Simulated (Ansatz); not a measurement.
The cell was built from the diamond type and relaxed in the same program; it needn't be a known or the stable phase. The listed cell was then made from it by scaling, straining or moving an atom.

An input for Rh: DFT, PBE, PAW with Ansatz's default frozen-core files, scalar-relativistic (Ansatz 0.2.0).

```yaml
crystal:
  lattice:
    - [0.0, 2.7100917468, 2.7100917468]
    - [2.7100917468, 0.0, 2.7100917468]
    - [2.7100917468, 2.7100917468, 0.0]
  atoms:
    - { symbol: Rh, position: [0.0, 0.0, 0.0] }
    - { symbol: Rh, position: [0.25, 0.25, 0.25] }
kpoints:
  mp_grid: { grid: [11, 11, 11] }
scf:
  occupations: { method: fermi_dirac, width: 0.08 }
hamiltonian:
  xc: pbe
  pseudopotentials: { kind: paw }
output:
  forces: true
  stress: true
  eigenvalues: true
  efg: { contact_densities: true }
```

The results part of the log:

```
SCF 1 converged in 6 iterations: F = -12803.545887 eV  dr2 = 4.18e-8
  greatest PAW one-centre occupation: 1.000 electrons in one spin orbital (limit 2), on the Rh atom at site 1 (counted from 0), in its partial waves of l = 0
SCF converged after 6 iterations
Free energy (F): -12803.545887 eV
Harris-Foulkes:  -12803.545887 eV  (|F-HF|=1.45e-8)
Internal energy: -12803.482191 eV  (E = F + TS)
E sigma→0 (E₀):  -12803.514039 eV
Entropy (-TS):   -0.063696 eV (-31.848 meV/atom)
Fermi energy:    14.251260 eV
--- Per-component energies (eV) ---
  E_band       = -452.155845
  E_kinetic    = 1145.585269
  E_local      = -4607.438531  (includes V_loc(G=0)·N_el)
  E_nonlocal   = 713.846763
  E_hartree    = 1697.143971
  E_xc         = -441.241434
  E_vxc        = -553.569228  (∫ρ·V_xc dr)
  E_paw        = -7175.514990  (= ΣΔE_a)
  E_vpaw       = -544.868088  (= ΣTr[D̂ρ^β])
  E_aug_tail   = 0.001692  (compensation charges beyond the density's cutoff)
  E_ewald      = -4135.864930
  E_smearing   = -0.063696  (= −TS)
  E_closure    = -0.000000  (closes the sum)
  Σ components = -12803.545887   (vs F -12803.545887, Δ=0.00e0)
--- Forces (eV/Å), atoms counted from 1 ---
  atom   1  Rh    -0.00000000    -0.00000000     0.00000000
  atom   2  Rh    -0.00000000    -0.00000000     0.00000000
  max |Σ_I F_I| component: 2.08e-17 eV/Å
--- Stress (GPa, compression-positive) ---
        7.542839       0.000000       0.000000
        0.000000       7.542839      -0.000000
        0.000000      -0.000000       7.542839
  P = ⅓ Tr σ = 7.5428 GPa (75.428 kbar)
--- PAW observables at the nuclei: V_zz in 10²¹ V/m², potentials from the cell's mean, atoms counted from 1 ---
  atom   1  Rh V_zz =    +0.000000   η = 0.0000   by run symmetry: forbidden
            electrostatic potential = -7020.725296 V   contact ρ = 789907.731198 e/Å³
  atom   2  Rh V_zz =    +0.000000   η = 0.0000   by run symmetry: forbidden
            electrostatic potential = -7020.725296 V   contact ρ = 789907.731198 e/Å³
--- Band table (eV; the first three rows and the last of 56) ---
  k-point 0: bands = ["-64.9414", "-64.5640", "-33.0240", "-33.0240", "-33.0240", "-32.3177", "-32.3177", "-32.3177", "8.3578", "9.7095", "9.7095", "10.1155", "10.1155", "10.1155", "12.7257", "12.7257", "12.7257", "14.6598", "14.6598", "26.9127", "27.1843"]
  k-point 1: bands = ["-64.9357", "-64.5698", "-33.0305", "-33.0305", "-33.0222", "-32.3200", "-32.3110", "-32.3110", "8.5050", "9.6237", "9.6237", "10.1157", "10.2472", "10.2472", "12.6350", "12.7050", "12.7050", "14.6583", "14.6583", "25.0798", "26.5399"]
  k-point 2: bands = ["-64.9197", "-64.5863", "-33.0473", "-33.0473", "-33.0175", "-32.3259", "-32.2937", "-32.2937", "8.9082", "9.5319", "9.5319", "10.1394", "10.4355", "10.4355", "12.4169", "12.6918", "12.6918", "14.6410", "14.6410", "22.6742", "25.7243"]
  k-point 55: bands = ["-64.7716", "-64.7365", "-33.1814", "-33.1644", "-32.7215", "-32.6236", "-32.1744", "-32.1590", "9.0150", "9.1227", "10.4031", "10.7296", "11.2462", "11.6144", "11.8371", "12.1336", "14.9028", "14.9489", "16.4838", "17.0380", "17.5208"]
```
